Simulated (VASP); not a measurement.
# KI (Fm-3m) in VASP: settings compared, part 2 of 2

VASP 6.6.1.

## (3) Single point, PBE

File INCAR:

```
ALGO     = Normal         # electronic algorithm
EDIFF    = 1E-7           # SCF threshold, eV
ENCUT    = 520            # plane-wave cutoff, eV
GGA      = PE             # functional
ISIF     = 2              # what is computed and relaxed
ISMEAR   = 0              # smearing method
LASPH    = True           # aspherical terms in the spheres
LCHARG   = True           # write CHGCAR
LELF     = True           # ELF
LREAL    = False          # projectors in reciprocal space
LVHAR    = True         
LWAVE    = False          # write WAVECAR
NBANDS   = 15             # bands
NELM     = 100            # most SCF steps
PREC     = Accurate       # precision mode
SIGMA    = 0.01           # smearing width, eV
```

File KPOINTS:

```
k-points
0
Gamma
  4 4 4
```

File POSCAR:

```
KI
1.0
    0.0000000000      3.5445661619      3.5445661619
    3.5445661619      0.0000000000      3.5445661619
    3.5445661619      3.5445661619      0.0000000000
K I
1 1
Direct
    0.0000000000      0.0000000000      0.0000000000
    0.5000000000      0.5000000000      0.5000000000
```

Potentials or basis: VASP PAW PBE potentials, release 64 (K_sv, I).

Run with:

```console
$ cat potpaw_PBE.64/K_sv/POTCAR potpaw_PBE.64/I/POTCAR > POTCAR
$ mpirun -np 1 vasp_std > vasp.out
```

OUTCAR:

```text
EDIFF = 1E-7
   ENCUT = 520
   GGA = PE
   ISIF = 2
   ISMEAR = 0
   LASPH = True
   LREAL = False
   NELM = 100
   PREC = Accurate

 ion  position               nearest neighbor table
   1  0.000  0.000  0.000-   2 3.54   2 3.54   2 3.54   2 3.54   2 3.54   2 3.54
   2  0.500  0.500  0.500-   1 3.54   1 3.54   1 3.54   1 3.54   1 3.54   1 3.54

  LATTYP: Found a face centered cubic cell.
 ALAT       =     7.0891323238

  Lattice vectors:

 A1 = (   0.0000000000,   3.5445661619,   3.5445661619)
 A2 = (   3.5445661619,   0.0000000000,   3.5445661619)
 A3 = (   3.5445661619,   3.5445661619,   0.0000000000)

Analysis of symmetry for initial positions (statically):
=====================================================================
 Subroutine PRICEL returns:
 Original cell was already a primitive cell.

 Routine SETGRP: Setting up the symmetry group for a
 face centered cubic supercell.

 Subroutine GETGRP returns: Found 48 space group operations
 (whereof 48 operations were pure point group operations)
 out of a pool of 48 trial point group operations.

The static configuration has the point symmetry O_h .

Analysis of symmetry for dynamics (positions and initial velocities):
[... 159 lines left out ...]
      8      -0.4659      2.00000
      9       3.4735      0.00000
     10       6.0339      0.00000
     11       6.0339      0.00000
     12       6.0339      0.00000
     13       6.7442      0.00000
     14       6.7442      0.00000
[... 113 lines left out ...]
      2     -12.5206      2.00000
      3     -12.5036      2.00000
      4     -12.5036      2.00000
      5     -10.7585      2.00000
      6      -1.1813      2.00000
      7      -1.1813      2.00000
      8      -1.0533      2.00000
      9       5.9935      0.00000
     10       5.9935      0.00000
     11       6.1417      0.00000
     12       7.6860      0.00000
     13       8.3311      0.00000
     14       9.1550      0.00000
     15       9.5099      0.00000

------------------------ aborting loop because EDIFF is reached ----------------------------------------

  FORCE on cell =-STRESS in cart. coord.  units (eV):
  Direction    XX          YY          ZZ          XY          YZ          ZX
  --------------------------------------------------------------------------------------
  -------------------------------------------------------------------------------------
  Total        0.2700241      0.2700241      0.2700241      0.0000000      0.0000000     -0.0000000
  in kB        4.8572878      4.8572878      4.8572878      0.0000000      0.0000000     -0.0000000
  external PRESSURE =       4.8572878 kB  Pullay stress =       0.0000000 kB

 VOLUME and BASIS-vectors are now :
 -----------------------------------------------------------------------------
  energy-cutoff  :      520.00
  volume of cell :       89.07
      direct lattice vectors                 reciprocal lattice vectors
     0.000000000  3.544566162  3.544566162    -0.141060987  0.141060987  0.141060987
     3.544566162  0.000000000  3.544566162     0.141060987 -0.141060987  0.141060987
     3.544566162  3.544566162  0.000000000     0.141060987  0.141060987 -0.141060987

 POSITION                                       TOTAL-FORCE (eV/Angst)
 -----------------------------------------------------------------------------------
      0.00000      0.00000      0.00000        -0.000000      0.000000     -0.000000
      3.54457      3.54457      3.54457         0.000000      0.000000      0.000000
 -----------------------------------------------------------------------------------
    total drift:                                0.000000     -0.000000     -0.000000

  FREE ENERGIE OF THE ION-ELECTRON SYSTEM (eV)
  ---------------------------------------------------
  free  energy   TOTEN  =        -5.5586589384 eV

  energy  without entropy=       -5.5586589384  energy(sigma->0) =       -5.55865894
```

stdout:

```text
POSCAR found type information on POSCAR K I
 POSCAR found :  2 types and       2 ions
 scaLAPACK will be used
 LDA part: xc-table for (Slater+PW92), standard interpolation
 POSCAR, INCAR and KPOINTS ok, starting setup
 FFT: planning ... GRIDC
 FFT: planning ... GRID_SOFT
 FFT: planning ... GRID
 WAVECAR not read
 entering main loop
```

Wall time 25 s (1 thread of Intel Xeon Platinum 8259CL at 2.50GHz (Skylake/Cascade Lake), shared host); peak memory 0.23 GiB.

Results:

```yaml
Free_energy: -5.5587 eV
Pressure: 0.5 GPa
Band_gap_on_the_k_mesh: 3.94 eV
```

Levels at points of the mesh, in eV from the valence-band top:
```csv
k point,band 4,band 5,band 6,band 7,band 8,band 9,band 10,band 11,band 12,band 13
"(0.00, 0.00, 0.00)",-12.01,-10.49,0.00,0.00,0.00,3.94,6.50,6.50,6.50,7.21
"(0.50, 0.00, 0.00)",-12.01,-10.22,-1.30,-0.33,-0.33,5.51,7.68,8.12,8.12,8.69
"(0.50, 0.50, 0.00)",-12.02,-10.35,-0.98,-0.36,-0.36,4.95,5.74,8.08,8.68,8.76
```

Caveat: spin-orbit coupling is left out, which moves the levels of the heavy elements.

## (4) Single point, LDA

File INCAR:

```
SYSTEM = KI
PREC     = Accurate       ! precision mode
ENCUT    = 520            ! plane-wave cutoff, eV
EDIFF    = 1E-6           ! SCF threshold, eV
ISMEAR   = 0              ! smearing method
SIGMA    = 0.01           ! smearing width, eV
LREAL    = .FALSE.        ! projectors in reciprocal space
LASPH    = .TRUE.         ! aspherical terms in the spheres
NELM     = 100            ! most SCF steps
ALGO     = Normal         ! electronic algorithm
ISIF     = 2              ! what is computed and relaxed
LWAVE    = .FALSE.        ! write WAVECAR
LCHARG   = .FALSE.        ! write CHGCAR
GGA      = CA             ! functional
NBANDS   = 15             ! bands
```

File KPOINTS:

```
regular mesh
0
G
  4 4 4
  0 0 0
```

POSCAR is that of step 3.

Potentials or basis: VASP PAW LDA potentials, release 64 (K_sv, I).

Run with:

```console
$ cat potpaw_LDA.64/K_sv/POTCAR potpaw_LDA.64/I/POTCAR > POTCAR
$ mpirun -np 1 vasp_std > vasp.out
```

OUTCAR:

```text
SYSTEM = KI
   PREC = Accurate
   ENCUT = 520
   EDIFF = 1E-6
   ISMEAR = 0
   LREAL = .FALSE.
   LASPH = .TRUE.
   NELM = 100
   ISIF = 2
   GGA = CA

 ion  position               nearest neighbor table
   1  0.000  0.000  0.000-   2 3.54   2 3.54   2 3.54   2 3.54   2 3.54   2 3.54
   2  0.500  0.500  0.500-   1 3.54   1 3.54   1 3.54   1 3.54   1 3.54   1 3.54

  LATTYP: Found a face centered cubic cell.
 ALAT       =     7.0891323238

  Lattice vectors:

 A1 = (   0.0000000000,   3.5445661619,   3.5445661619)
 A2 = (   3.5445661619,   0.0000000000,   3.5445661619)
[... 312 lines left out ...]

  FORCE on cell =-STRESS in cart. coord.  units (eV):
  Direction    XX          YY          ZZ          XY          YZ          ZX
  --------------------------------------------------------------------------------------
  -------------------------------------------------------------------------------------
  Total       -0.7655059     -0.7655059     -0.7655059      0.0000000     -0.0000000     -0.0000000
  in kB      -13.7701874    -13.7701874    -13.7701874      0.0000000     -0.0000000     -0.0000000
  external PRESSURE =     -13.7701874 kB  Pullay stress =       0.0000000 kB

 VOLUME and BASIS-vectors are now :
 -----------------------------------------------------------------------------
  energy-cutoff  :      520.00
  volume of cell :       89.07
      direct lattice vectors                 reciprocal lattice vectors
     0.000000000  3.544566162  3.544566162    -0.141060987  0.141060987  0.141060987
     3.544566162  0.000000000  3.544566162     0.141060987 -0.141060987  0.141060987
     3.544566162  3.544566162  0.000000000     0.141060987  0.141060987 -0.141060987

 POSITION                                       TOTAL-FORCE (eV/Angst)
 -----------------------------------------------------------------------------------
      0.00000      0.00000      0.00000         0.000000     -0.000000      0.000000
      3.54457      3.54457      3.54457        -0.000000      0.000000     -0.000000
 -----------------------------------------------------------------------------------
    total drift:                                0.000000     -0.000000     -0.000000

  FREE ENERGIE OF THE ION-ELECTRON SYSTEM (eV)
  ---------------------------------------------------
  free  energy   TOTEN  =        -6.1202891055 eV

  energy  without entropy=       -6.1202891055  energy(sigma->0) =       -6.12028911
```

It took 16 s on 1 thread of Intel Xeon Platinum 8259CL at 2.50GHz (Skylake/Cascade Lake), shared host; peak memory 0.19 GiB.

What came out:

- Free energy: -6.1203 eV
- Pressure: -1.4 GPa
- Band gap on the k mesh: 3.59 eV

Caveat: spin-orbit coupling is left out, which moves the levels of the heavy elements.

## (5) Against experiment

Step 2. Against the measured gap of KI, 6.32 eV (a printed reference work, monograph), the calculated 3.94 eV is off by -2.38 eV. Spin-orbit coupling on I is left out. The value is that of PBE, without temperature or zero-point motion. Semilocal functionals fall short of measured gaps as a rule.

Step 3. Measured gap of KI: 6.32 eV (a printed reference work, monograph). This calculation gives 3.94 eV (-2.38 eV). Spin-orbit coupling on I is left out. The value is that of PBE, without temperature or zero-point motion. Semilocal functionals fall short of measured gaps as a rule.
